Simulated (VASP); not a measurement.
# GaN (F-43m) in VASP: a series of runs, part 2 of 2

VASP 6.6.1.

## Step 3: Relaxation of cell and atoms, PBE

This run uses another cell than the first one, of 11.76 Å³/atom, 1.028 times its volume.

File INCAR:

```
PREC = Accurate ; ENCUT = 600
EDIFF = 1E-7 ; ISMEAR = 0
SIGMA = 0.03 ; LREAL = False
LASPH = True ; NELM = 80
ALGO = Normal ; ISIF = 3
LWAVE = False ; LCHARG = False
GGA = PE ; IBRION = 2
NSW = 90 ; EDIFFG = -0.005
KPAR = 2
```

File KPOINTS:

```
regular mesh
0
Gamma
  10 10 10
```

File POSCAR:

```
GaN                                     
1.0
    0.0000000000      2.2741012835      2.2741012835
    2.2741012835     -0.0000000000      2.2741012835
    2.2741012835      2.2741012835     -0.0000000000
  Ga              N             
     1     1
Direct
     0.0000000000000000    0.0000000000000000    0.0000000000000000
     0.7500000000000000    0.7500000000000000    0.7500000000000000
```

Potentials or basis: VASP PAW PBE potentials, release 64 (Ga_d, N).

Command:

```sh
$ cat potpaw_PBE.64/Ga_d/POTCAR potpaw_PBE.64/N/POTCAR > POTCAR
$ mpirun -np 2 vasp_std > vasp.out
```

It took 7.2 s on 2 MPI ranks of AMD EPYC 9R45 (Zen 5), shared host; peak memory 0.13 GiB.

It converged, with:

| Quantity | Value |
| --- | --- |
| Free energy | -12.1551 eV |
| Pressure after relaxing | 0.0 GPa |
| Band gap on the k mesh | 1.55 eV, direct |

Final structure:
```yaml
crystal:
  lattice:
    - [0.00000, 2.27410, 2.27410]
    - [2.27410, 0.00000, 2.27410]
    - [2.27410, 2.27410, 0.00000]
  atoms:
    - { symbol: Ga, position: [0.00000, 0.00000, 0.00000] }
    - { symbol: N, position: [0.75000, 0.75000, 0.75000] }
```

Levels at points of the mesh, in eV from the valence-band top:
```tsv
k point	band 5	band 6	band 7	band 8	band 9	band 10	band 11	band 12	band 13
(0.00, 0.00, 0.00)	-13.13	-13.13	0.00	0.00	0.00	1.55	10.13	10.13	10.13
(0.50, 0.00, 0.00)	-13.09	-11.88	-6.86	-0.93	-0.93	4.45	8.59	10.22	10.22
(0.50, 0.50, 0.00)	-13.06	-11.45	-6.01	-2.61	-2.61	3.34	6.50	11.52	13.67
```

Caveat: the relaxation stopped at its first step, so nothing moved. Expect the measured gap to be larger: semilocal functionals such as PBE lack the derivative discontinuity.

## Step 4: Relaxation of cell and atoms, PBE

File INCAR:

```
PREC = Accurate
ENCUT = 600
EDIFF = 1E-6
ISMEAR = 0
SIGMA = 0.03
LREAL = F
LASPH = T
NELM = 80
ALGO = Normal
ISIF = 3
LWAVE = F
LCHARG = F
GGA = PE
IBRION = 2
NSW = 90
EDIFFG = -0.01
KPAR = 8
```

KPOINTS is that of step 3.

File POSCAR:

```
GaN
1.0
    0.0000000000      2.2535006100      2.2535006100
    2.2535006100      0.0000000000      2.2535006100
    2.2535006100      2.2535006100      0.0000000000
Ga N
1 1
Direct
    0.0000000000      0.0000000000      0.0000000000
    0.7500000000      0.7500000000      0.7500000000
```

Command:

```sh
$ cat potpaw_PBE.64/Ga_d/POTCAR potpaw_PBE.64/N/POTCAR > POTCAR
$ mpirun -np 8 vasp_std > vasp.out
```

It took 6.6 s on 8 MPI ranks of AMD EPYC 9R45 (Zen 5), shared host; peak memory 0.17 GiB.

The run converged. Its results:

```yaml
Free_energy: -12.1542 eV
Relaxed_volume: 11.76 Å³/atom
Relaxed_cell: a = 3.216 Å, b = 3.216 Å, c = 3.216 Å, α = 60.00°, β = 60.00°, γ = 60.00°
Space_group_after_relaxing_to_0.05_Å: F-43m (No. 216)
Energy_gained_by_relaxing: 4.7 meV/atom
Ionic_steps: 3
Pressure_after_relaxing: -0.1 GPa
Band_gap_on_the_k_mesh: 1.55 eV, direct
```

Step by step:
```tsv
step	energy change (eV)	largest force (eV/Å)	pressure (GPa)	volume (Å³)
1	0.0000	0.0000	4.92	22.89
2	-0.0029	0.0000	-3.73	24.07
3	-0.0095	0.0000	-0.08	23.52
```

Final structure:
```
Ga N
1.0
     0.00000    2.27410    2.27410
     2.27410    0.00000    2.27410
     2.27410    2.27410    0.00000
Ga N
1 1
Direct
  0.00000 0.00000 0.00000
  0.75000 0.75000 0.75000
```

Levels at points of the mesh, in eV from the valence-band top:
| k point | band 6 | band 7 | band 8 | band 9 | band 10 | band 11 | band 12 | band 13 |
| --- | --- | --- | --- | --- | --- | --- | --- | --- |
| (0.00, 0.00, 0.00) | -13.13 | 0.00 | 0.00 | 0.00 | 1.55 | 10.13 | 10.13 | 10.13 |
| (0.50, 0.00, 0.00) | -11.88 | -6.86 | -0.93 | -0.93 | 4.45 | 8.59 | 10.22 | 10.22 |
| (0.50, 0.50, 0.00) | -11.45 | -6.01 | -2.61 | -2.61 | 3.34 | 6.50 | 11.52 | 13.67 |

As with any semilocal functional, this PBE gap is likely too small.

## Step 5: Relaxation of cell and atoms, PBE

This run uses another cell than the first one, of 11.76 Å³/atom, 1.028 times its volume.

Changes to INCAR since step 4:

```diff
@@ -2,3 +2,3 @@
 ENCUT = 600
-EDIFF = 1E-6
+EDIFF = 1E-7
 ISMEAR = 0
@@ -15,3 +15,3 @@
 NSW = 90
-EDIFFG = -0.01
+EDIFFG = -0.005
 KPAR = 8
```

KPOINTS is that of step 4.

File POSCAR:

```
GaN                                     
1.0
    0.0000000000      2.2741012836      2.2741012836
    2.2741012836     -0.0000000000      2.2741012836
    2.2741012836      2.2741012836      0.0000000000
  Ga              N             
     1     1
Direct
     0.0000000000000000    0.0000000000000000    0.0000000000000000
     0.7500000000000000    0.7500000000000000    0.7500000000000000
```

Potentials or basis: VASP PAW PBE potentials, release 64 (Ga_d, N).

Command:

```sh
$ cat potpaw_PBE.64/Ga_d/POTCAR potpaw_PBE.64/N/POTCAR > POTCAR
$ mpirun -np 8 vasp_std > vasp.out
```

OUTCAR:

```text
PREC = Accurate
   ENCUT = 600
   EDIFF = 1E-7
   ISMEAR = 0
   LREAL = F
   LASPH = T
   NELM = 80
   ISIF = 3
   GGA = PE
   IBRION = 2
   NSW = 90
   EDIFFG = -0.005

 ion  position               nearest neighbor table
   1  0.000  0.000  0.000-   2 1.97   2 1.97   2 1.97   2 1.97
   2  0.750  0.750  0.750-   1 1.97   1 1.97   1 1.97   1 1.97

  LATTYP: Found a face centered cubic cell.
 ALAT       =     4.5482025672

[... 577 lines left out ...]

  FORCE on cell =-STRESS in cart. coord.  units (eV):
  Direction    XX          YY          ZZ          XY          YZ          ZX
  --------------------------------------------------------------------------------------
  -------------------------------------------------------------------------------------
  Total       -0.0043655     -0.0043655     -0.0043655      0.0000000      0.0000000      0.0000000
  in kB       -0.2973632     -0.2973632     -0.2973632      0.0000000      0.0000000      0.0000000
  external PRESSURE =      -0.2973632 kB  Pullay stress =       0.0000000 kB

 VOLUME and BASIS-vectors are now :
 -----------------------------------------------------------------------------
  energy-cutoff  :      600.00
  volume of cell :       23.52
      direct lattice vectors                 reciprocal lattice vectors
     0.000000000  2.274101284  2.274101284    -0.219867076  0.219867076  0.219867076
     2.274101284  0.000000000  2.274101284     0.219867076 -0.219867076  0.219867076
     2.274101284  2.274101284  0.000000000     0.219867076  0.219867076 -0.219867076

 POSITION                                       TOTAL-FORCE (eV/Angst)
 -----------------------------------------------------------------------------------
      0.00000      0.00000      0.00000        -0.000000     -0.000000     -0.000000
      3.41115      3.41115      3.41115         0.000000      0.000000      0.000000
 -----------------------------------------------------------------------------------
    total drift:                               -0.000000     -0.000000     -0.000001

  FREE ENERGIE OF THE ION-ELECTRON SYSTEM (eV)
  ---------------------------------------------------
  free  energy   TOTEN  =       -12.1550564267 eV

  energy  without entropy=      -12.1550564267  energy(sigma->0) =      -12.15505643

 reached required accuracy - stopping structural energy minimisation
```

OSZICAR:

```text
N       E                     dE             d eps       ncg     rms          rms(c)
DAV:   1     0.975487277903E+02    0.97549E+02   -0.10643E+04  1280   0.267E+03
DAV:   2    -0.551951632956E+01   -0.10307E+03   -0.97849E+02  1405   0.394E+02
DAV:   3    -0.139525225653E+02   -0.84330E+01   -0.83744E+01  1352   0.984E+01
DAV:   4    -0.141109872205E+02   -0.15846E+00   -0.15817E+00  1493   0.145E+01
DAV:   5    -0.141132107706E+02   -0.22236E-02   -0.22235E-02  1335   0.154E+00    0.761E+00
DAV:   6    -0.121525154760E+02    0.19607E+01   -0.60491E+00  1888   0.484E+01    0.265E+00
DAV:   7    -0.121624040768E+02   -0.98886E-02   -0.35455E-01  1232   0.838E+00    0.175E+00
DAV:   8    -0.121601890122E+02    0.22151E-02   -0.76672E-02  1393   0.456E+00    0.820E-01
DAV:   9    -0.121547588526E+02    0.54302E-02   -0.22233E-02  1845   0.378E+00    0.201E-01
DAV:  10    -0.121551204196E+02   -0.36157E-03   -0.17497E-03  1373   0.663E-01    0.762E-02
DAV:  11    -0.121550508432E+02    0.69576E-04   -0.29932E-04  1798   0.323E-01    0.135E-02
DAV:  12    -0.121550566908E+02   -0.58476E-05   -0.28454E-05  1357   0.723E-02    0.842E-03
DAV:  13    -0.121550564899E+02    0.20090E-06   -0.16184E-06  1435   0.127E-02    0.242E-03
DAV:  14    -0.121550564267E+02    0.63153E-07   -0.14263E-07   996   0.387E-03
   1 F= -.12155056E+02 E0= -.12155056E+02  d E =-.121551E+02
```

CONTCAR:

```text
GaN
   1.00000000000000
     0.0000000000000000    2.2741012835999999    2.2741012835999999
     2.2741012835999999    0.0000000000000000    2.2741012835999999
     2.2741012835999999    2.2741012835999999    0.0000000000000000
  Ga              N
     1     1
Direct
     0.0000000000000000    0.0000000000000000    0.0000000000000000
     0.7500000000000000    0.7500000000000000    0.7500000000000000

  0.00000000E+00  0.00000000E+00  0.00000000E+00
  0.00000000E+00  0.00000000E+00  0.00000000E+00
```

It took 3.3 s on 8 MPI ranks of AMD EPYC 9R45 (Zen 5), shared host; peak memory 0.15 GiB.

Results:

| Item | Value |
| --- | --- |
| Free energy | -12.1551 eV |
| Pressure after relaxing | 0.0 GPa |
| Band gap on the k mesh | 1.55 eV, direct |

Final structure:
```xyz
2
Lattice="0.0000 2.2741 2.2741 2.2741 0.0000 2.2741 2.2741 2.2741 0.0000" Properties=species:S:1:pos:R:3 pbc="T T T"
Ga    0.0000    0.0000    0.0000
N     3.4112    3.4112    3.4112
```

Caveat: the relaxation stopped at its first step, so nothing moved. Expect the measured gap to be larger: semilocal functionals such as PBE lack the derivative discontinuity.
